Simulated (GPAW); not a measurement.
# BeTe (F-43m) in GPAW: a series of runs

Runs on BeTe. Level: PBE. Tasks: single point.

Everything below comes from runs of GPAW 26.7.0. Logs are shortened: lines on timing, memory, paths and dates and some standing lists are left out, and cuts for length are marked. The log counts tension as positive stress, the text compression.

## Step 1: Starting point

Symmetry: F-43m, No. 216, cubic system. Conventional cell: a = 5.540 Å, b = 5.540 Å, c = 5.540 Å, α = 90.00°, β = 90.00°, γ = 90.00°. Te (site symmetry -43m) is surrounded by 4 Be at 2.40 Å. Be (site symmetry -43m) is surrounded by 4 Te at 2.40 Å.

## Step 2: Single point, PBE

The input, run.py:

```python
from ase import Atoms
from ase.dft.bandgap import bandgap
from ase.io import write
from ase.units import GPa
from gpaw import GPAW, PW

atoms = Atoms(['Te', 'Be'],
              cell=[[0.0, 2.77, 2.77],
                    [2.77, 0.0, 2.77],
                    [2.77, 2.77, 0.0]],
              scaled_positions=[[0.75, 0.75, 0.75],
                                [0.0, 0.0, 0.0]],
              pbc=True)

calc = GPAW(mode=PW(600),
            xc='PBE',
            kpts={'size': (7, 7, 7), 'gamma': True},
            occupations={'name': 'fermi-dirac', 'width': 0.05},
            nbands=11,
            maxiter=120,
            txt='gpaw.txt')
atoms.calc = calc
energy = atoms.get_potential_energy()
forces = atoms.get_forces()
stress = atoms.get_stress()
calc.write('gs.gpw')
write('result.traj', atoms)
print(f'Energy: {energy:.6f} eV')
print('Forces (eV/A):')
print(forces.round(4))
print('Stress (GPa):', (stress / GPa).round(3))
print('Fermi level:', round(calc.get_fermi_level(), 4), 'eV')
print(f'Gap: {bandgap(calc)[0]:.4f} eV, direct: {bandgap(calc, direct=True)[0]:.4f} eV')
```

Potentials or basis: GPAW PAW data sets (gpaw-data 1.2.1), pw.

The run is started by

```console
$ OMP_NUM_THREADS=1 python run.py
```

gpaw.txt:

```text
__  _  _
 | _ |_)|_||  |
 |__||  | ||/\| - 26.7.0

Input parameters:
  mode=PW(ecut=600.0),
  kpts=MonkhorstPack(size=(7, 7, 7), gamma=True),
  maxiter=120,
  nbands=11,
  occupations=Occupations(name='fermi-dirac', width=0.05),
  xc=XC(name='PBE')

Diagonalizing LCAO Hamiltonian
Converting LCAO to pw mode

                    Te

       Be

Atoms  # Å, Bohr magnetons
|   | symbol |        x |        y |        z |    initial magnetic moments |
|---|--------|----------|----------|----------|-----------------------------|
| 0 |     Te | 4.155000 | 4.155000 | 4.155000 | ( 0.0000,  0.0000,  0.0000) |
| 1 |     Be | 0.000000 | 0.000000 | 0.000000 | ( 0.0000,  0.0000,  0.0000) |

Unit cell  # Å
| periodic |        x |        y |        z |  lengths |    angles |
|----------|----------|----------|----------|----------|-----------|
|      yes | 0.000000 | 2.770000 | 2.770000 | 3.917372 | 60.000000 |
|      yes | 2.770000 | 0.000000 | 2.770000 | 3.917372 | 60.000000 |
|      yes | 2.770000 | 2.770000 | 0.000000 | 3.917372 | 60.000000 |

Number of symmetries: 24
Symmetry operations  # r_c * U_cc + t_c -> r_c
|    | kind |            matrix            |
|----|------|------------------------------|
|  0 |  E   |  1, 0, 0,  0, 1, 0,  0, 0, 1 |
|  1 |  σ   |  1, 0, 0,  0, 0, 1,  0, 1, 0 |
|  2 |  σ   |  1, 0,-1,  0, 1,-1,  0, 0,-1 |
|  3 |  C3  |  1, 0,-1,  0, 0,-1,  0, 1,-1 |
|  4 |  C3  |  1,-1, 0,  0,-1, 1,  0,-1, 0 |
|  5 |  σ   |  1,-1, 0,  0,-1, 0,  0,-1, 1 |
|  6 |  σ   |  0, 1, 0,  1, 0, 0,  0, 0, 1 |
|  7 |  C3  |  0, 1, 0,  0, 0, 1,  1, 0, 0 |
|  8 |  C2  |  0, 1,-1,  1, 0,-1,  0, 0,-1 |
|  9 |  S4  |  0, 1,-1,  0, 0,-1,  1, 0,-1 |
| 10 |  C3  |  0, 0, 1,  1, 0, 0,  0, 1, 0 |
| 11 |  σ   |  0, 0, 1,  0, 1, 0,  1, 0, 0 |
| 12 |  S4  |  0, 0,-1,  1, 0,-1,  0, 1,-1 |
| 13 |  C3  |  0, 0,-1,  0, 1,-1,  1, 0,-1 |
| 14 |  S4  |  0,-1, 1,  1,-1, 0,  0,-1, 0 |
| 15 |  C2  |  0,-1, 1,  0,-1, 0,  1,-1, 0 |
| 16 |  C3  |  0,-1, 0,  1,-1, 0,  0,-1, 1 |
| 17 |  S4  |  0,-1, 0,  0,-1, 1,  1,-1, 0 |
| 18 |  S4  | -1, 1, 0, -1, 0, 1, -1, 0, 0 |
| 19 |  C3  | -1, 1, 0, -1, 0, 0, -1, 0, 1 |
| 20 |  C3  | -1, 0, 1, -1, 1, 0, -1, 0, 0 |
| 21 |  S4  | -1, 0, 1, -1, 0, 0, -1, 1, 0 |
| 22 |  σ   | -1, 0, 0, -1, 1, 0, -1, 0, 1 |
| 23 |  C2  | -1, 0, 0, -1, 0, 1, -1, 1, 0 |

BZ-sampling:
  Number of BZ points: 343
  Number of IBZ points: 20

  Monkhorst-Pack size: [7, 7, 7]
  Monkhorst-Pack shift: [0, 0, 0]

K-points  # in reciprocal-cell coordinates
|     |                                coordinates |     weight |
|-----|--------------------------------------------|------------|
|   0 | (  0.00000000,   0.00000000,   0.00000000) | 0.00291545 |
|   1 | (  0.14285714,   0.14285714,   0.00000000) | 0.01749271 |
|   2 | (  0.14285714,   0.14285714,   0.14285714) | 0.02332362 |
|   3 | (  0.28571429,   0.14285714,   0.14285714) | 0.03498542 |
|   4 | (  0.28571429,   0.28571429,   0.00000000) | 0.01749271 |
|   5 | (  0.28571429,   0.28571429,   0.14285714) | 0.06997085 |
|   6 | (  0.28571429,   0.28571429,   0.28571429) | 0.02332362 |
|   7 | (  0.42857143,  -0.28571429,  -0.28571429) | 0.03498542 |
|   8 | (  0.42857143,   0.28571429,  -0.42857143) | 0.13994169 |
|   9 | (  0.42857143,   0.28571429,  -0.28571429) | 0.06997085 |
| ... |                                            |            |
|  19 | (  0.42857143,   0.42857143,   0.42857143) | 0.02332362 |

Plane wave coefficients: 1430
Cutoff: 600.0 eV

Spin-components: 1 (collinear spins)
Bands:           11
Projectors:      8
Spin-degeneracy: 2
Datatype:        complex128

Parallelization:
  kpt:    1
  domain: 1
  band:   1

Density:
  Valence electrons: 8.0
  Components: 1
  Grid points: [24 24 24]
  Charge: 0.0  # |e|

Potential:
  Grid points: [24 24 24]

species:
  Te:
    name:    Tellurium
    Z:       52.0
    valence: 6
    core:    46
    charge:  0.0  # [|e|]
    compensation charges:
      type: gauss
      rc: 0.36  # [Å]
      lmax: 2
    cutoffs:
      filter: 2.09  # [Å]
      core: 3.17  # [Å]
    projectors
    | kind |    occ | energy [eV] | rcut [Å] |
    |------|--------|-------------|----------|
    |   5s |  2.000 |     -15.089 |    1.180 |
    |   5p |  4.000 |      -5.955 |    1.196 |
    |    s |        |      12.123 |    1.180 |
    |    p |        |      21.256 |    1.196 |
    |    d |        |       0.000 |    1.238 |

    Using partial waves for Te as LCAO basis

  Be:
    name:    Beryllium
    Z:       4.0
    valence: 2
    core:    2
    charge:  0.0  # [|e|]
    compensation charges:
      type: gauss
      rc: 0.25  # [Å]
      lmax: 2
    cutoffs:
      filter: 1.42  # [Å]
      core: 1.77  # [Å]
    projectors
    | kind |    occ | energy [eV] | rcut [Å] |
    |------|--------|-------------|----------|
    |   2s |  2.000 |      -5.610 |    0.794 |
    |   2p |  0.000 |      -2.018 |    0.794 |
    |    s |        |      21.602 |    0.794 |

    Using partial waves for Be as LCAO basis

Reference energy: -185188.868407  # eV

eigensolver:
  PPCG
  Converge bands: occupied
  niter=2

density mixing:
  MSR1-Mixer
  Pratt-step length: 0.05
  Maximum mixing coefficient: 0.75
  Old densities: 10
  SVD Regularization: 0.005
  Good broyden scale: 1.0
  Trust region scale: 1.0
  Backstep threshold: 4.0
  History deletion threshold: 6.0
  Fourier metric: weight=20.0, sigma=0.015

occupation numbers:
  Fermi-Dirac:
    width: 0.0500  # eV

poisson solver:
  ecut: 4800.0  # eV

xc functional:
  name: PBE with 2 nearest neighbor stencil

convergence criteria:
- Maximum [total energy] change in last 3 cyles: 0.0005 eV / valence electron
- Maximum integral of absolute [dens]ity change: 0.0001 electrons / valence electron
- Maximum integral of absolute [eigenst]ate change: 4e-08 eV^2 / valence electron
maximum number of iterations: 120

SCF iterations
|iter     | |      energy | eigst |  dens |
|---------|-|-------------|-------|-------|
|iter:   1| |   -7.750522 | -0.15 |       |
|iter:   2| |   -7.729842 | -2.22 | -0.91 |
|iter:   3| |   -7.604065 | -2.24 | -0.94 |
|iter:   4| |   -7.604626 | -3.18 | -1.54 |
|iter:   5| |   -7.605241c| -4.39 | -2.07 |
|iter:   6| |   -7.605282c| -5.56 | -2.67 |
|iter:   7| |   -7.605283c| -7.04 | -3.70 |
|iter:   8| |   -7.605283c| -7.89c| -4.10c|

Converged in 8 steps
Energy contributions relative to reference atoms: (reference = -185188.868407)

Energy contributions:
  Kinetic:          18.490253
  Coulomb:         -16.525322
  Zero:              0.135215
  External:          0.000000
  Xc:               -9.705430
  Entropy:          -0.000000
  Spinorbit:         0.000000
  ----------------------------
  Free energy:      -7.605283
  Extrapolated:     -7.605283

dipole moment: (-0.426435, -0.426435, -0.426435)  # |e|*Ang

Fermi level: 6.488
Eigenvalues  # (at kpt = [0.000, 0.000, 0.000])
| band index |      eig [eV] | occ [0-2] |
|------------|---------------|-----------|
|          0 |        -7.057 |     2.000 |
|          1 |         5.562 |     2.000 |
|          2 |         5.562 |     2.000 |
|          3 |         5.562 |     2.000 |
|          4 |         9.147 |     0.000 |
|          5 |         9.147 |     0.000 |
|          6 |         9.147 |     0.000 |
|          7 |         9.761 |     0.000 |
|          8 |        13.973 |     0.000 |
|          9 |        16.135 |     0.000 |
|         10 |        16.297 |     0.000 |

Gap: 1.920 eV
Transition (v -> c):
  (s=0, k=0, n=3, [0.00, 0.00, 0.00]) -> (s=0, k=16, n=4, [0.43, 0.43, 0.00])
Direct/indirect transitions are different
Direct gap: 3.585 eV
Transition at: (s=0, k=0, n=3, [0.00, 0.00, 0.00])

Forces  # eV/Ang
|       x |        y |       z |
|---------|----------|---------|
| 0.00000 | -0.00000 | 0.00000 |  # Te   0
| 0.00000 |  0.00000 | 0.00000 |  # Be   1

Stress tensor  # eV/Ang^3
|         x |         y |         z |
|-----------|-----------|-----------|
| -0.027568 | -0.000000 | -0.000000 |
| -0.000000 | -0.027568 |  0.000000 |
| -0.000000 |  0.000000 | -0.027568 |

# Writing to gs.gpw (mode='')
```

It took 23 s on 1 thread of Intel Xeon at 2.50GHz (Skylake/Cascade Lake), shared host; peak memory 0.14 GiB.

What came out:

| Quantity | Value |
| --- | --- |
| Free energy | -7.6053 eV |
| Pressure | 4.4 GPa |
| Band gap on the k mesh | 1.92 eV, indirect (least direct gap 3.58 eV) |

Caveat: the cutoff is short for stress and forces, so pressures can be off by a GPa or more; spin-orbit coupling is left out, which moves the levels of the heavy elements; an odd mesh through Γ misses points on the zone boundary, where band edges often lie.

## Step 3: Single point, PBE

Edit run.py of step 2 so:

```diff
@@ -14,8 +14,9 @@
 
-calc = GPAW(mode=PW(600),
+calc = GPAW(mode=PW(1200),
             xc='PBE',
-            kpts={'size': (7, 7, 7), 'gamma': True},
+            kpts={'size': (8, 8, 8), 'gamma': True},
             occupations={'name': 'fermi-dirac', 'width': 0.05},
             nbands=11,
-            maxiter=120,
+            convergence={'density': 1e-05, 'energy': 1e-05},
+            maxiter=100,
             txt='gpaw.txt')
```

Potentials or basis: GPAW PAW data sets (gpaw-data 1.2.1), pw.

The run is started by

```console
$ OMP_NUM_THREADS=1 python run.py
```

gpaw.txt:

```text
__  _  _
 | _ |_)|_||  |
 |__||  | ||/\| - 26.7.0

Input parameters:
  mode=PW(ecut=1200.0),
  convergence={'density': 1e-05, 'energy': 1e-05},
  kpts=MonkhorstPack(size=(8, 8, 8), gamma=True),
  maxiter=100,
  nbands=11,
  occupations=Occupations(name='fermi-dirac', width=0.05),
  xc=XC(name='PBE')

Diagonalizing LCAO Hamiltonian
Converting LCAO to pw mode

                    Te

       Be

Atoms  # Å, Bohr magnetons
|   | symbol |        x |        y |        z |    initial magnetic moments |
|---|--------|----------|----------|----------|-----------------------------|
| 0 |     Te | 4.155000 | 4.155000 | 4.155000 | ( 0.0000,  0.0000,  0.0000) |
| 1 |     Be | 0.000000 | 0.000000 | 0.000000 | ( 0.0000,  0.0000,  0.0000) |

Unit cell  # Å
| periodic |        x |        y |        z |  lengths |    angles |
|----------|----------|----------|----------|----------|-----------|
|      yes | 0.000000 | 2.770000 | 2.770000 | 3.917372 | 60.000000 |
|      yes | 2.770000 | 0.000000 | 2.770000 | 3.917372 | 60.000000 |
|      yes | 2.770000 | 2.770000 | 0.000000 | 3.917372 | 60.000000 |

Number of symmetries: 24
Symmetry operations  # r_c * U_cc + t_c -> r_c
|    | kind |            matrix            |
|----|------|------------------------------|
|  0 |  E   |  1, 0, 0,  0, 1, 0,  0, 0, 1 |
|  1 |  σ   |  1, 0, 0,  0, 0, 1,  0, 1, 0 |
|  2 |  σ   |  1, 0,-1,  0, 1,-1,  0, 0,-1 |
|  3 |  C3  |  1, 0,-1,  0, 0,-1,  0, 1,-1 |
|  4 |  C3  |  1,-1, 0,  0,-1, 1,  0,-1, 0 |
|  5 |  σ   |  1,-1, 0,  0,-1, 0,  0,-1, 1 |
|  6 |  σ   |  0, 1, 0,  1, 0, 0,  0, 0, 1 |
|  7 |  C3  |  0, 1, 0,  0, 0, 1,  1, 0, 0 |
|  8 |  C2  |  0, 1,-1,  1, 0,-1,  0, 0,-1 |
|  9 |  S4  |  0, 1,-1,  0, 0,-1,  1, 0,-1 |
| 10 |  C3  |  0, 0, 1,  1, 0, 0,  0, 1, 0 |
| 11 |  σ   |  0, 0, 1,  0, 1, 0,  1, 0, 0 |
| 12 |  S4  |  0, 0,-1,  1, 0,-1,  0, 1,-1 |
| 13 |  C3  |  0, 0,-1,  0, 1,-1,  1, 0,-1 |
| 14 |  S4  |  0,-1, 1,  1,-1, 0,  0,-1, 0 |
| 15 |  C2  |  0,-1, 1,  0,-1, 0,  1,-1, 0 |
| 16 |  C3  |  0,-1, 0,  1,-1, 0,  0,-1, 1 |
| 17 |  S4  |  0,-1, 0,  0,-1, 1,  1,-1, 0 |
| 18 |  S4  | -1, 1, 0, -1, 0, 1, -1, 0, 0 |
| 19 |  C3  | -1, 1, 0, -1, 0, 0, -1, 0, 1 |
| 20 |  C3  | -1, 0, 1, -1, 1, 0, -1, 0, 0 |
| 21 |  S4  | -1, 0, 1, -1, 0, 0, -1, 1, 0 |
| 22 |  σ   | -1, 0, 0, -1, 1, 0, -1, 0, 1 |
| 23 |  C2  | -1, 0, 0, -1, 0, 1, -1, 1, 0 |

BZ-sampling:
  Number of BZ points: 512
  Number of IBZ points: 29

  Monkhorst-Pack size: [8, 8, 8]
  Monkhorst-Pack shift: [0.0625, 0.0625, 0.0625]

K-points  # in reciprocal-cell coordinates
|     |                                coordinates |     weight |
|-----|--------------------------------------------|------------|
|   0 | (  0.00000000,   0.00000000,   0.00000000) | 0.00195312 |
|   1 | (  0.12500000,   0.12500000,   0.00000000) | 0.01171875 |
|   2 | (  0.12500000,   0.12500000,   0.12500000) | 0.01562500 |
|   3 | (  0.25000000,   0.12500000,   0.12500000) | 0.02343750 |
|   4 | (  0.25000000,   0.25000000,   0.00000000) | 0.01171875 |
|   5 | (  0.25000000,   0.25000000,   0.12500000) | 0.04687500 |
|   6 | (  0.25000000,   0.25000000,   0.25000000) | 0.01562500 |
|   7 | (  0.37500000,   0.25000000,  -0.37500000) | 0.04687500 |
|   8 | (  0.37500000,   0.25000000,   0.12500000) | 0.04687500 |
|   9 | (  0.37500000,   0.25000000,   0.25000000) | 0.04687500 |
| ... |                                            |            |
|  28 | (  0.50000000,   0.50000000,   0.50000000) | 0.00781250 |

Plane wave coefficients: 4044
Cutoff: 1200.0 eV

Spin-components: 1 (collinear spins)
Bands:           11
Projectors:      8
Spin-degeneracy: 2
Datatype:        complex128

Parallelization:
  kpt:    1
  domain: 1
  band:   1

Density:
  Valence electrons: 8.0
  Components: 1
  Grid points: [32 32 32]
  Charge: 0.0  # |e|

Potential:
  Grid points: [32 32 32]

species:
  Te:
    name:    Tellurium
    Z:       52.0
    valence: 6
    core:    46
    charge:  0.0  # [|e|]
    compensation charges:
      type: gauss
      rc: 0.36  # [Å]
      lmax: 2
    cutoffs:
      filter: 2.09  # [Å]
      core: 3.17  # [Å]
    projectors
    | kind |    occ | energy [eV] | rcut [Å] |
    |------|--------|-------------|----------|
    |   5s |  2.000 |     -15.089 |    1.180 |
    |   5p |  4.000 |      -5.955 |    1.196 |
    |    s |        |      12.123 |    1.180 |
    |    p |        |      21.256 |    1.196 |
    |    d |        |       0.000 |    1.238 |

    Using partial waves for Te as LCAO basis

  Be:
    name:    Beryllium
    Z:       4.0
    valence: 2
    core:    2
    charge:  0.0  # [|e|]
    compensation charges:
      type: gauss
      rc: 0.25  # [Å]
      lmax: 2
    cutoffs:
      filter: 1.42  # [Å]
      core: 1.77  # [Å]
    projectors
    | kind |    occ | energy [eV] | rcut [Å] |
    |------|--------|-------------|----------|
    |   2s |  2.000 |      -5.610 |    0.794 |
    |   2p |  0.000 |      -2.018 |    0.794 |
    |    s |        |      21.602 |    0.794 |

    Using partial waves for Be as LCAO basis

Reference energy: -185188.868407  # eV

eigensolver:
  PPCG
  Converge bands: occupied
  niter=2

density mixing:
  MSR1-Mixer
  Pratt-step length: 0.05
  Maximum mixing coefficient: 0.75
  Old densities: 10
  SVD Regularization: 0.005
  Good broyden scale: 1.0
  Trust region scale: 1.0
  Backstep threshold: 4.0
  History deletion threshold: 6.0
  Fourier metric: weight=20.0, sigma=0.015

occupation numbers:
  Fermi-Dirac:
    width: 0.0500  # eV

poisson solver:
  ecut: 9600.0  # eV

xc functional:
  name: PBE with 2 nearest neighbor stencil

convergence criteria:
- Maximum integral of absolute [dens]ity change: 1e-05 electrons / valence electron
- Maximum [total energy] change in last 3 cyles: 1e-05 eV / valence electron
- Maximum integral of absolute [eigenst]ate change: 4e-08 eV^2 / valence electron
maximum number of iterations: 100

SCF iterations
|iter     | |      energy | eigst |  dens |
|---------|-|-------------|-------|-------|
|iter:   1| |   -7.753041 | -0.13 |       |
|iter:   2| |   -7.732556 | -2.14 | -0.91 |
|iter:   3| |   -7.606937 | -2.22 | -0.94 |
|iter:   4| |   -7.607317 | -3.17 | -1.54 |
|iter:   5| |   -7.607923 | -4.38 | -2.07 |
|iter:   6| |   -7.607966 | -5.54 | -2.67 |
|iter:   7| |   -7.607967c| -7.00 | -3.69 |
|iter:   8| |   -7.607967c| -7.86c| -4.09 |
|iter:   9| |   -7.607967c| -8.57c| -5.17c|

Converged in 9 steps
Energy contributions relative to reference atoms: (reference = -185188.868407)

Energy contributions:
  Kinetic:          18.482722
  Coulomb:         -16.520429
  Zero:              0.133582
  External:          0.000000
  Xc:               -9.703843
  Entropy:          -0.000000
  Spinorbit:         0.000000
  ----------------------------
  Free energy:      -7.607967
  Extrapolated:     -7.607967

dipole moment: (-0.443887, -0.443887, -0.443887)  # |e|*Ang

Fermi level: 6.483
Eigenvalues  # (at kpt = [0.000, 0.000, 0.000])
| band index |      eig [eV] | occ [0-2] |
|------------|---------------|-----------|
|          0 |        -7.058 |     2.000 |
|          1 |         5.561 |     2.000 |
|          2 |         5.561 |     2.000 |
|          3 |         5.561 |     2.000 |
|          4 |         9.146 |     0.000 |
|          5 |         9.146 |     0.000 |
|          6 |         9.146 |     0.000 |
|          7 |         9.760 |     0.000 |
|          8 |        13.972 |     0.000 |
|          9 |        16.127 |     0.000 |
|         10 |        16.144 |     0.000 |

Gap: 1.858 eV
Transition (v -> c):
  (s=0, k=0, n=3, [0.00, 0.00, 0.00]) -> (s=0, k=24, n=4, [0.50, 0.50, 0.00])
Direct/indirect transitions are different
Direct gap: 3.585 eV
Transition at: (s=0, k=0, n=3, [0.00, 0.00, 0.00])

Forces  # eV/Ang
|        x |        y |        z |
|----------|----------|----------|
|  0.00000 | -0.00000 |  0.00000 |  # Te   0
| -0.00000 | -0.00000 | -0.00000 |  # Be   1

Stress tensor  # eV/Ang^3
|         x |         y |         z |
|-----------|-----------|-----------|
| -0.027616 |  0.000000 |  0.000000 |
|  0.000000 | -0.027616 |  0.000000 |
|  0.000000 |  0.000000 | -0.027616 |

# Writing to gs.gpw (mode='')
```

Run time: 6.6 s. Hardware: 1 thread of AMD EPYC 9R45 (Zen 5), shared host; peak memory 0.21 GiB.

What came out:

| Quantity | Value |
| --- | --- |
| Free energy | -7.6080 eV |
| Pressure | 4.4 GPa |
| Band gap on the k mesh | 1.86 eV, indirect (least direct gap 3.58 eV) |

Levels at points of the mesh, in eV from the valence-band top:
| k point | band 1 | band 2 | band 3 | band 4 | band 5 | band 6 | band 7 |
| --- | --- | --- | --- | --- | --- | --- | --- |
| (0.00, 0.00, 0.00) | -12.62 | 0.00 | 0.00 | 0.00 | 3.58 | 3.58 | 3.58 |
| (0.50, 0.50, 0.00) | -10.60 | -5.38 | -2.84 | -2.84 | 1.86 | 2.61 | 10.09 |
| (0.50, 0.50, 0.50) | -11.15 | -5.86 | -1.22 | -1.22 | 3.23 | 4.60 | 4.60 |

Caveat: spin-orbit coupling is left out, which moves the levels of the heavy elements.
